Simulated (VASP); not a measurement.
A run of VASP 6.6.1 is set up as follows.

INCAR

```
PREC = Accurate
ENCUT = 520
EDIFF = 1E-7
ISMEAR = -1
SIGMA = 0.02
LREAL = Auto
LASPH = T
NELM = 80
ALGO = Normal
ISIF = 2
LWAVE = F
LCHARG = T
GGA = PE
IVDW = 12
LELF = T
LVHAR = T
NBANDS = 36
```

Contents of KPOINTS:

```
Automatic mesh
0
Gamma
  1 1 1
```

POSCAR

```
H10CO5
1.0
    5.4614380000      0.0000000000      0.0000000000
    0.0000000000      5.4614380000      0.0000000000
    0.0000000000      0.0000000000      5.4614380000
O H C
5 10 1
Direct
    0.7003283751      0.7466531708      1.1602621874
    0.1647917636      0.1124612236      0.5844248346
    0.7987273681      0.4858610498      0.6664362023
    0.5101037492      0.1889612223     -0.0835128038
    0.1844386039      0.4506322328      0.1804286710
    0.6557064275      0.9078561361      1.0909580957
    0.7037523817      0.6590022628      1.0027395715
    0.0385246523      0.2181842951      0.6576289981
    0.1815272827      0.1859034196      0.4204936502
    0.6841970924      0.3784168199      0.7624548699
    0.7138596099      0.5217856543      0.5126122461
    0.4310769435      0.2873968358      0.0429557197
    0.3647391035      0.1283544737     -0.1977684266
    0.1988670383      0.8304589377      0.1381138081
    0.1883569858      0.6991015919      0.4598605715
    0.1910668948      0.6617671024      0.2614512881
```

Potentials or basis: VASP PAW PBE potentials, release 64 (O, H, C).

Command:

```sh
$ cat potpaw_PBE.64/O/POTCAR potpaw_PBE.64/H/POTCAR potpaw_PBE.64/C/POTCAR > POTCAR
$ mpirun -np 1 vasp_gam > vasp.out
```

**Question.** Predict the pressure.

**Answer.** -1.5 GPa.

**Question.** What does it give for the largest force?

**Answer.** 1.692 eV/Å.

**Question.** Estimate the band gap on the k mesh.

**Answer.** 3.91 eV, direct.

Forces on the atoms (eV/Å):
```
O   -0.253  0.332 -0.506
O   -0.108 -0.106  0.314
O   -0.143 -0.081  0.128
O   -0.717 -1.066 -0.622
O    0.018  0.298 -0.129
H   -0.079  0.346  0.402
H    0.369 -0.325  0.069
H   -0.259  0.198 -0.157
H    0.149  0.166  0.137
H   -0.050 -0.177 -0.287
H    0.204  0.129  0.170
H   -0.365  0.081 -0.095
H    1.350  0.871  0.531
H   -0.071 -0.735  0.266
H   -0.051 -0.019  0.109
C    0.006  0.088 -0.331
```

Caveat: the standard files for N, O and F lose accuracy on very short bonds.
